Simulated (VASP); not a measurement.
Write the native input for VASP 6.6.1 that does the following.

```
Task                   : band structure
Functional             : r2SCAN
Potentials or basis    : VASP PAW PBE potentials, release 64 (Zn, S)
Cutoff                 : 520 eV
k mesh                 : 8 × 8 × 5
Occupations            : fermi-dirac, width 0.05 eV
Spin                   : no spin polarisation
Further INCAR settings : ALGO = Normal; EDIFF = 1e-06; NBANDS = 26
```

The structure of ZnS (Wurtzite-2H) lies in POSCAR:

```
ZnS
1.0
    3.8110000000      0.0000000000      0.0000000000
   -1.9055000000      3.3004228138      0.0000000000
    0.0000000000      0.0000000000      6.2340000000
Zn S
2 2
Direct
    0.6666666667      0.3333333333      0.5000000000
    0.3333333333      0.6666666667      0.0000000000
    0.6666666667      0.3333333333      0.8850000000
    0.3333333333      0.6666666667      0.3850000000
```

One way to write it, as run:

INCAR

```
ALGO = Normal ; EDIFF = 1E-6
ENCUT = 520 ; ISIF = 2
ISMEAR = -1 ; LASPH = True
LCHARG = False ; LMIXTAU = True
LREAL = False ; LWAVE = False
METAGGA = R2SCAN ; NBANDS = 26
NELM = 100 ; PREC = Accurate
SIGMA = 0.05
```

KPOINTS

```
k-points
0
Gamma
  8 8 5
```

KPOINTS_OPT

```
path GMKGALHA,LM,KH
10
line-mode
reciprocal
 0.0000000000  0.0000000000  0.0000000000  G
 0.5000000000  0.0000000000  0.0000000000  M

 0.5000000000  0.0000000000  0.0000000000  M
 0.3333333333  0.3333333333  0.0000000000  K

 0.3333333333  0.3333333333  0.0000000000  K
 0.0000000000  0.0000000000  0.0000000000  G

 0.0000000000  0.0000000000  0.0000000000  G
 0.0000000000  0.0000000000  0.5000000000  A

 0.0000000000  0.0000000000  0.5000000000  A
 0.5000000000  0.0000000000  0.5000000000  L

 0.5000000000  0.0000000000  0.5000000000  L
 0.3333333333  0.3333333333  0.5000000000  H

 0.3333333333  0.3333333333  0.5000000000  H
 0.0000000000  0.0000000000  0.5000000000  A

 0.5000000000  0.0000000000  0.5000000000  L
 0.5000000000  0.0000000000  0.0000000000  M

 0.3333333333  0.3333333333  0.0000000000  K
 0.3333333333  0.3333333333  0.5000000000  H
```

Potentials or basis: VASP PAW PBE potentials, release 64 (Zn, S).

Command:

```console
$ cat potpaw_PBE.64/Zn/POTCAR potpaw_PBE.64/S/POTCAR > POTCAR
$ mpirun -np 1 vasp_std > vasp.out
```

Results of the run:

```yaml
Pressure: 0.2 GPa
Largest_force: 0.318 eV/Å
Band_gap_on_the_k_mesh: 2.83 eV, direct
Band_gap_along_the_path: 2.83 eV, direct
```

Caveat: the PAW data sets were made with another functional, which shifts forces and pressure a little.

Wall time 5.6 min on 1 thread of AMD EPYC 9R45 (Zen 5) (shared host), peak memory 0.2 GiB.
